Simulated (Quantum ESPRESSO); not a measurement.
# TePt (R-3m) in Quantum ESPRESSO: equation of state

How stiff is TePt in PBEsol, and what volume does it want? The cell is scaled to several volumes.

Everything below comes from runs of Quantum ESPRESSO 7.5. Logs are shortened: lines on timing, memory, paths and dates and some standing lists are left out, and cuts for length are marked.

## Step 1: The crystal as given

The structure is trigonal, space group R-3m (No. 166). The conventional cell has a = 3.963 Å, b = 3.963 Å, c = 19.983 Å, α = 90.00°, β = 90.00°, γ = 120.00°. Pt (site symmetry 3m) has 3 Te at 2.59 Å and 3 Pt at 2.72 Å as nearest neighbours. Te (site symmetry 3m) is surrounded by 3 Pt at 2.59 Å.

## Step 2: Single point, PBEsol, 21.29 Å³/atom

pw.in reads:

```
&CONTROL
  calculation = 'scf'
  prefix = 'pwscf'
  outdir = './tmp'
  pseudo_dir = './pseudo'
  tprnfor = .true.
  tstress = .true.
  disk_io = 'nowf'
/
&SYSTEM
  ibrav = 0
  nat = 4
  ntyp = 2
  ecutwfc = 45
  ecutrho = 360
  nbnd = 31
  occupations = 'smearing'
  smearing = 'fd'
  degauss = 0.00367493
/
&ELECTRONS
  conv_thr = 8d-10
  electron_maxstep = 120
  mixing_beta = 0.5
/
ATOMIC_SPECIES
Pt   195.0840 pt_pbesol_v1.4.uspp.F.UPF
Te   127.6000 te_pbesol_v1.uspp.F.UPF
CELL_PARAMETERS angstrom
   1.9411146507    1.1207030661    6.5250558655
  -1.9411146507    1.1207030661    6.5250558655
   0.0000000000   -2.2414061323    6.5250558655
ATOMIC_POSITIONS crystal
Pt     0.1296666667    0.1296666667    0.1296666667
Pt     0.8703333333    0.8703333333    0.8703333333
Te     0.4020000000    0.4020000000    0.4020000000
Te     0.5980000000    0.5980000000    0.5980000000
K_POINTS automatic
8 8 8 0 0 0
```

Potentials or basis: GBRV 1.5 PBEsol.

Command:

```bash
OMP_NUM_THREADS=1 mpirun -n 2 pw.x -nk 2 -in pw.in > pw.out
```

pw.out:

```text
This program is part of the open-source Quantum ESPRESSO suite
     for quantum simulation of materials; please cite
         "P. Giannozzi et al., J. Phys.:Condens. Matter 21 395502 (2009);
         "P. Giannozzi et al., J. Phys.:Condens. Matter 29 465901 (2017);
         "P. Giannozzi et al., J. Chem. Phys. 152 154105 (2020);
     in publications or presentations arising from this work. More details at

     Message from routine setup:
     using ibrav=0 with symmetry is DISCOURAGED, use correct ibrav instead

     K-points division:     npool     =       2
     Subspace diagonalization in iterative solution of the eigenvalue problem:
     a serial algorithm will be used

     G-vector sticks info
     --------------------
     sticks:   dense  smooth     PW     G-vecs:    dense   smooth      PW
     Sum        2641    1311    415                66327    23459    4211

     Using Slab Decomposition

     bravais-lattice index     =            0
     lattice parameter (alat)  =      13.0378  a.u.
     unit-cell volume          =     574.7432 (a.u.)^3
     number of atoms/cell      =            4
     number of atomic types    =            2
     number of electrons       =        44.00
     number of Kohn-Sham states=           31
     kinetic-energy cutoff     =      45.0000  Ry
     charge density cutoff     =     360.0000  Ry
     scf convergence threshold =      8.0E-10
     mixing beta               =       0.5000
     number of iterations used =            8  plain     mixing
     Exchange-correlation= SLA  PW   PSX  PSC
                           (   1   4  10   8   0   0   0)

     celldm(1)=  13.037776  celldm(2)=   0.000000  celldm(3)=   0.000000
     celldm(4)=   0.000000  celldm(5)=   0.000000  celldm(6)=   0.000000

     crystal axes: (cart. coord. in units of alat)
               a(1) = (   0.281350   0.162437   0.945757 )
               a(2) = (  -0.281350   0.162437   0.945757 )
               a(3) = (   0.000000  -0.324875   0.945757 )

     reciprocal axes: (cart. coord. in units 2 pi/alat)
               b(1) = (  1.777147  1.026037  0.352451 )
               b(2) = ( -1.777147  1.026037  0.352451 )
               b(3) = (  0.000000 -2.052073  0.352451 )

     PseudoPot. # 1 for Pt read from file:
     pt_pbesol_v1.4.uspp.F.UPF
     Pseudo is Ultrasoft + core correction, Zval = 16.0
     Generated by new atomic code, or converted to UPF format
     Using radial grid of  985 points,  6 beta functions with:
                l(1) =   0
                l(2) =   0
                l(3) =   1
                l(4) =   1
                l(5) =   2
                l(6) =   2
     Q(r) pseudized with  8 coefficients,  rinner =    1.300   1.300   1.300
                                                       1.300   1.300

     PseudoPot. # 2 for Te read from file:
     te_pbesol_v1.uspp.F.UPF
     Pseudo is Ultrasoft + core correction, Zval =  6.0
     Generated by new atomic code, or converted to UPF format
     Using radial grid of  891 points,  5 beta functions with:
                l(1) =   0
                l(2) =   0
                l(3) =   1
                l(4) =   1
                l(5) =   2
     Q(r) pseudized with  6 coefficients,  rinner =    1.800   1.800   1.800
                                                       1.800   1.800

     atomic species   valence    mass     pseudopotential
     Pt               16.00   195.08400     Pt( 1.00)
     Te                6.00   127.60000     Te( 1.00)

     12 Sym. Ops., with inversion, found

   Cartesian axes

     site n.     atom                  positions (alat units)
         1        Pt     tau(   1) = (   0.0000000  -0.0000000   0.3678995  )
         2        Pt     tau(   2) = (   0.0000000  -0.0000000   2.4693717  )
         3        Te     tau(   3) = (   0.0000000  -0.0000000   1.1405830  )
         4        Te     tau(   4) = (  -0.0000000  -0.0000000   1.6966882  )

     number of k points=    65  Fermi-Dirac smearing, width (Ry)=  0.0037
                       cart. coord. in units 2pi/alat
        k(    1) = (   0.0000000   0.0000000   0.0000000), wk =   0.0039062
        k(    2) = (   0.0000000  -0.2565091   0.0440564), wk =   0.0234375
        k(    3) = (   0.0000000  -0.5130183   0.0881128), wk =   0.0234375
        k(    4) = (   0.0000000  -0.7695274   0.1321692), wk =   0.0234375
        k(    5) = (   0.0000000   1.0260365  -0.1762257), wk =   0.0117188
        k(    6) = (  -0.2221434  -0.1282546   0.0881128), wk =   0.0234375
[... 57 lines left out ...]
        k(   64) = (   1.5550040   0.6412728  -0.1762257), wk =   0.0234375
        k(   65) = (   0.0000000   0.0000000  -0.5286770), wk =   0.0039062

     Dense  grid:    66327 G-vectors     FFT dimensions: (  80,  80,  80)

     Smooth grid:    23459 G-vectors     FFT dimensions: (  60,  60,  60)

     Initial potential from superposition of free atoms

     starting charge      42.9996, renormalised to      44.0000

     negative rho (up, down):  3.739E-01 0.000E+00
     Starting wfcs are   32 randomized atomic wfcs

     Self-consistent Calculation

     iteration #  1     ecut=    45.00 Ry     beta= 0.50
     Davidson diagonalization with overlap
     ethr =  1.00E-02,  avg # of iterations =  6.1

     negative rho (up, down):  3.463E-01 0.000E+00

     total energy              =    -472.81891159 Ry
     estimated scf accuracy    <       2.76881703 Ry

     iteration #  2     ecut=    45.00 Ry     beta= 0.50
     Davidson diagonalization with overlap
     ethr =  6.29E-03,  avg # of iterations =  2.0

     negative rho (up, down):  3.515E-01 0.000E+00

     total energy              =    -473.27366290 Ry
     estimated scf accuracy    <       4.85265298 Ry

     iteration #  3     ecut=    45.00 Ry     beta= 0.50
     Davidson diagonalization with overlap
     ethr =  6.29E-03,  avg # of iterations =  2.0

     negative rho (up, down):  3.502E-01 0.000E+00

     total energy              =    -474.03124171 Ry
     estimated scf accuracy    <       0.07198857 Ry

     iteration #  4     ecut=    45.00 Ry     beta= 0.50
     Davidson diagonalization with overlap
     ethr =  1.64E-04,  avg # of iterations =  2.3
[... 46 lines left out ...]
     negative rho (up, down):  3.482E-01 0.000E+00

     total energy              =    -474.04494894 Ry
     estimated scf accuracy    <       0.00000001 Ry

     iteration # 10     ecut=    45.00 Ry     beta= 0.50
     Davidson diagonalization with overlap
     ethr =  2.51E-11,  avg # of iterations =  3.1

     negative rho (up, down):  3.482E-01 0.000E+00

     total energy              =    -474.04494895 Ry
     estimated scf accuracy    <          3.5E-09 Ry

     iteration # 11     ecut=    45.00 Ry     beta= 0.50
     Davidson diagonalization with overlap
     ethr =  7.91E-12,  avg # of iterations =  2.0

     negative rho (up, down):  3.482E-01 0.000E+00

     End of self-consistent calculation

          k = 0.0000 0.0000 0.0000 (  2925 PWs)   bands (ev):

   -39.7664 -39.7664 -39.6057 -39.6057 -39.5821 -39.4563  -0.5854   1.1570
     5.9968   7.3031   7.3031   8.0135   8.0135   8.5346   9.9829   9.9829
    11.1285  11.1285  11.4293  14.0515  14.0515  14.3865  14.7145  16.4588
    16.4588  17.8751  19.4188  19.7522  19.7522  21.4817  21.4850

          k = 0.0000-0.2565 0.0441 (  2908 PWs)   bands (ev):

   -39.7695 -39.7674 -39.6330 -39.6031 -39.5557 -39.4562  -0.4064   1.2172
     6.1640   7.3421   7.3872   7.8106   8.2390   8.6033   9.5604   9.7318
    11.0968  11.1595  11.5081  12.7558  13.9538  14.5768  15.1355  15.7850
    15.9632  18.5630  19.1598  19.7073  20.2597  20.4850  22.0202

          k = 0.0000-0.5130 0.0881 (  2922 PWs)   bands (ev):

   -39.7766 -39.7692 -39.6663 -39.5972 -39.5241 -39.4570   0.0749   1.3900
     6.4561   6.9533   7.4965   7.9948   8.6069   8.8357   9.2709   9.4722
    10.8395  11.0019  11.3240  11.5977  12.7157  13.6563  14.6239  15.1015
    16.8808  17.8500  18.6887  20.2233  21.2105  21.5205  21.7174

          k = 0.0000-0.7695 0.1322 (  2936 PWs)   bands (ev):

   -39.7832 -39.7697 -39.6916 -39.5918 -39.4987 -39.4610   0.6771   1.5735
     6.2699   6.5838   7.7505   8.5932   8.8385   8.9103   9.2685   9.6770
    10.3307  10.7011  10.9920  11.1505  11.4462  12.8092  13.9752  14.7657
    16.0886  17.4197  18.2398  21.5570  21.9001  22.4868  22.8415

          k = 0.0000 1.0260-0.1762 (  2936 PWs)   bands (ev):
[... 244 lines left out ...]
          k = 1.1107 0.6413-0.3084 (  2927 PWs)   bands (ev):

   -39.7832 -39.7697 -39.6916 -39.5918 -39.4986 -39.4610   0.9542   1.2051
     6.3426   7.1945   7.6861   7.8610   8.7149   9.0790   9.1739   9.6601
    10.4613  10.6102  11.1856  11.3568  11.9093  12.1783  13.0845  16.0564
    16.1998  18.2894  19.0615  19.5464  19.9267  20.6325  23.7169

          k = 1.1107 0.3848-0.2643 (  2939 PWs)   bands (ev):

   -39.7908 -39.7617 -39.7048 -39.5886 -39.4877 -39.4647   1.2442   1.3123
     6.3500   7.0610   7.8724   7.9282   8.4676   8.7543   9.3069   9.9532
    10.2934  10.6979  10.8100  11.0534  11.5104  12.2000  13.0896  15.1978
    16.5351  17.7426  18.9616  19.7260  20.1669  22.4315  23.6498

          k = 1.1107 0.1283-0.2203 (  2936 PWs)   bands (ev):

   -39.7979 -39.7458 -39.7226 -39.5855 -39.4785 -39.4695   1.3072   1.5369
     6.8545   7.0987   7.5305   7.8081   8.0645   8.8782   9.4221   9.7486
     9.9290  10.4445  10.7694  11.2334  11.3867  12.5516  12.7553  14.6256
    16.7954  17.0441  19.9726  20.4471  21.4918  22.5583  22.8193

          k = 1.1107-0.1283-0.1762 (  2934 PWs)   bands (ev):

   -39.7979 -39.7458 -39.7226 -39.5855 -39.4785 -39.4695   1.2027   1.6664
     6.6804   6.8863   7.4893   7.9325   8.2820   9.0151   9.6692   9.7354
    10.3017  10.5531  10.5867  11.0977  11.6796  11.9002  11.9950  14.8762
    16.6029  18.3751  20.0656  20.4217  20.4888  22.9570  23.1204

          k = 0.8886 0.5130-0.2203 (  2940 PWs)   bands (ev):

   -39.7859 -39.7693 -39.7015 -39.5896 -39.4861 -39.4659   1.1767   1.4046
     6.1588   6.8244   7.8098   7.9069   8.9172   9.0415   9.5737  10.2078
    10.2740  10.5980  10.6348  11.3019  11.4958  11.5487  12.5116  15.8697
    16.7940  18.1446  18.5519  19.6532  19.6818  20.8009  24.5374

          k = 0.8886 0.2565-0.1762 (  2926 PWs)   bands (ev):

   -39.7908 -39.7617 -39.7048 -39.5886 -39.4877 -39.4647   1.0565   1.5230
     6.3559   6.9027   7.8013   8.0186   8.4423   8.9408   9.8088   9.9835
    10.0637  10.5964  10.9076  10.9576  11.3172  11.5035  13.5526  15.1375
    17.1065  18.1897  18.9010  19.4362  19.7831  22.5902  23.7423

          k = 0.6664 0.3848-0.1322 (  2933 PWs)   bands (ev):

   -39.7832 -39.7697 -39.6916 -39.5918 -39.4987 -39.4610   0.7268   1.4863
     6.4230   6.8168   7.7693   8.0917   8.8491   8.8634   9.3870   9.6619
    10.3604  10.6500  10.6783  11.1804  11.5348  12.5684  14.0798  15.3013
    17.1545  17.9068  18.2531  19.4055  20.4238  21.9349  23.3978

          k = 0.0000 0.0000 0.2643 (  2924 PWs)   bands (ev):

   -39.7664 -39.7664 -39.6057 -39.6057 -39.5821 -39.4563  -0.4008   0.7887
     6.5735   7.3138   7.3138   7.9853   7.9853   8.4529   9.9975   9.9975
    11.1383  11.1383  11.4399  12.6335  14.2637  14.2637  15.9872  15.9872
    16.2249  17.7152  19.1660  20.0377  20.0377  21.5868  21.5869
[... 106 lines left out ...]
          k = 1.5550 0.8978-0.2203 (  2945 PWs)   bands (ev):

   -39.7695 -39.7674 -39.6330 -39.6031 -39.5557 -39.4562   0.1531   0.3647
     7.1658   7.3522   7.5423   7.7471   8.1813   8.1910   9.7954   9.9563
    10.9961  11.1509  11.6566  11.7503  13.2776  14.0289  15.0696  15.8141
    16.9898  18.4199  19.1010  19.7476  19.9779  21.0997  22.4475

          k = 1.5550 0.6413-0.1762 (  2928 PWs)   bands (ev):

   -39.7757 -39.7676 -39.6582 -39.5987 -39.5321 -39.4565   0.4380   0.6007
     6.9391   7.2884   7.6098   7.9334   8.0525   8.6137   9.3537  10.1625
    10.7602  10.8842  11.6032  11.6561  12.5515  13.1524  15.1202  15.2761
    16.5594  18.2433  19.0035  20.1856  20.7325  21.2262  21.8871

          k = 0.0000 0.0000-0.5287 (  2918 PWs)   bands (ev):

   -39.7664 -39.7664 -39.6057 -39.6057 -39.5821 -39.4563   0.0940   0.1342
     7.3255   7.3255   7.3444   7.9559   7.9559   8.2303  10.0149  10.0149
    11.1430  11.1430  11.5086  11.5739  14.6547  14.6547  15.3832  15.3832
    17.0742  18.0173  18.1035  20.2089  20.2089  21.8316  21.8316

     the Fermi energy is    13.2994 ev

!    total energy              =    -474.04494895 Ry
     estimated scf accuracy    <          3.5E-10 Ry
     smearing contrib. (-TS)   =      -0.00115340 Ry
     internal energy E=F+TS    =    -474.04379554 Ry

     The total energy is F=E-TS. E is the sum of the following terms:
     one-electron contribution =    -212.67040326 Ry
     hartree contribution      =     133.06863196 Ry
     xc contribution           =    -142.40148453 Ry
     ewald contribution        =    -252.04053972 Ry

     convergence has been achieved in  11 iterations

     negative rho (up, down):  3.482E-01 0.000E+00

     Forces acting on atoms (cartesian axes, Ry/au):

     atom    1 type  1   force =    -0.00000000    0.00000000    0.02122532
     atom    2 type  1   force =    -0.00000000   -0.00000000   -0.02122532
     atom    3 type  2   force =    -0.00000000   -0.00000000   -0.04931612
     atom    4 type  2   force =     0.00000000    0.00000000    0.04931612

     Total force =     0.075929     Total SCF correction =     0.000037

     Computing stress (Cartesian axis) and pressure

     negative rho (up, down):  3.482E-01 0.000E+00
          total   stress  (Ry/bohr**3)                   (kbar)     P=      108.18
   0.00083084   0.00000000  -0.00000000          122.22        0.00       -0.00
   0.00000000   0.00083084   0.00000000            0.00      122.22        0.00
  -0.00000000   0.00000000   0.00054446           -0.00        0.00       80.09

=------------------------------------------------------------------------------=
   JOB DONE.
=------------------------------------------------------------------------------=
```

It took 2.1 min on 2 MPI ranks of Arm Neoverse V2, shared host; peak memory 0.48 GiB.

Results:

```
Free energy            : -6449.7101 eV
Pressure               : 10.8 GPa
Largest force          : 1.268 eV/Å
Band gap on the k mesh : none (metal or under the smearing width)
```

Caveat: forces of over 1 eV/Å show positions far from the minimum, so gaps and moduli don't describe the material at rest.

[end of part 1 of 2]
